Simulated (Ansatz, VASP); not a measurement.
## Os: equilibrium volume by level of theory

```
Os
1.0
     2.73410    0.00000    0.00000
    -1.36705    2.36780    0.00000
     0.00000    0.00000    4.31970
Os
2
Direct
  0.66667 0.33333 0.75000
  0.33333 0.66667 0.25000
```

| rung | level | program and potentials | cutoff (eV) | k mesh | smearing | equilibrium volume (Å³/atom) | notes |
| --- | --- | --- | --- | --- | --- | --- | --- |
| LDA | LDA | Ansatz, all-electron LAPW, scalar-relativistic | - | 11 × 11 × 6 | fermi-dirac 0.05 | 13.70 | - |
| LDA | LDA | VASP, LDA PAW files Os, 600 eV | 600 | 11 × 11 × 6 | fermi-dirac 0.05 | 13.74 | 8 valence electrons an atom on average |
| GGA + dispersion | BLYP+D4 | Ansatz, all-electron LAPW, scalar-relativistic | - | 11 × 11 × 6 | fermi-dirac 0.05 | 14.35 | - |
| GGA | PBE | VASP, PBE PAW files Os_sv_GW, 630 eV | 630 | 11 × 11 × 6 | fermi-dirac 0.05 | 14.27 | 16 valence electrons an atom on average |
| GGA + dispersion | PBE+D4 | VASP, PBE PAW files Os, 600 eV | 600 | 11 × 11 × 6 | fermi-dirac 0.05 | 14.03 | 8 valence electrons an atom on average |
| GGA + dispersion | PBEsol+D4 | Ansatz, all-electron LAPW, scalar-relativistic | - | 11 × 11 × 6 | fermi-dirac 0.05 | 13.76 | - |
| GGA | RPBE | VASP, PBE PAW files Os, 600 eV | 600 | 11 × 11 × 6 | fermi-dirac 0.05 | 14.42 | potentials made for PBE; 8 valence electrons an atom on average |
| GGA + dispersion | revPBE+D3(BJ) | VASP, PBE PAW files Os, 600 eV | 600 | 11 × 11 × 6 | fermi-dirac 0.05 | 13.90 | potentials made for PBE; 8 valence electrons an atom on average |

Task: relaxation of cell and atoms. All rows: no spin polarisation. Smearing widths are in eV. For a metal such meshes aren't converged. Meshes are those of the run's cell of 2 atoms unless a note names another. Relaxations start from the cell shown or near it and stop with a little pressure left. Runs on faulty files, with rough fits or with known faults for this quantity aren't shown. No row holds spin-orbit coupling.

By rung: LDA 13.70 to 13.74; GGA + dispersion 13.76 to 14.35; GGA 14.27 to 14.42 (Å³/atom).
